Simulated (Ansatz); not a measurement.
## Relaxing Ir

The calculation used DFT PBE, scalar-relativistic, plane waves, PAW in Ansatz. Cutoff 420 eV, Γ-centred k mesh, Gaussian smearing, no spin polarisation in the final step.

Ir was placed on the omega structure type (P6/mmm, No. 191), at a guessed volume.

```
Ir
1.0
     4.54610    0.00000    0.00000
    -2.27305    3.93704    0.00000
     0.00000    0.00000    2.78696
Ir
3
Cartesian
  0.0000 0.0000 0.0000
  0.0000 2.6247 1.3935
  2.2731 1.3123 1.3935
```

Cell and atoms relax at zero pressure; the relaxation can't lower the symmetry of the start. After a coarse first stage the cell is made exact in the group found at 0.06 Å.

Energies count from the standard state of Ir at the same level.

(1) What does it relax into?

(2) What are its volume, energy, density and gap?

Results:

(1) It keeps P6/mmm (No. 191). The result has the omega structure. Conventional cell: a = 4.381 Å, c = 2.698 Å. Around Ir on Wyckoff site a (1 atom of the primitive cell) lie 2 Ir at 2.70 Å and 12 Ir at 2.87 Å; Ir on Wyckoff site d (2 atoms of the primitive cell) is coordinated by 3 Ir at 2.53 Å, 2 Ir at 2.70 Å and 6 Ir at 2.87 Å.

```
Ir
1.0
     4.38141    0.00000    0.00000
    -2.19071    3.79441    0.00000
     0.00000    0.00000    2.69833
Ir
3
Direct
  0.00000 0.00000 0.00000
  0.33333 0.66667 0.50000
  0.66667 0.33333 0.50000
```

(2) The volume per atom is 14.95 Å³. The density is 21.35 g/cm³. The energy over the standard structure is 0.34 eV/atom. The gap on the 12×12×16 mesh is 0 eV (a metal).

The final run used a 12×12×16 mesh on its 3-atom cell and 0.10 eV smearing. For metals, differences of a few meV/atom aren't resolved. Spin–orbit coupling is left out. A structure relaxed within its symmetry needn't be a true minimum.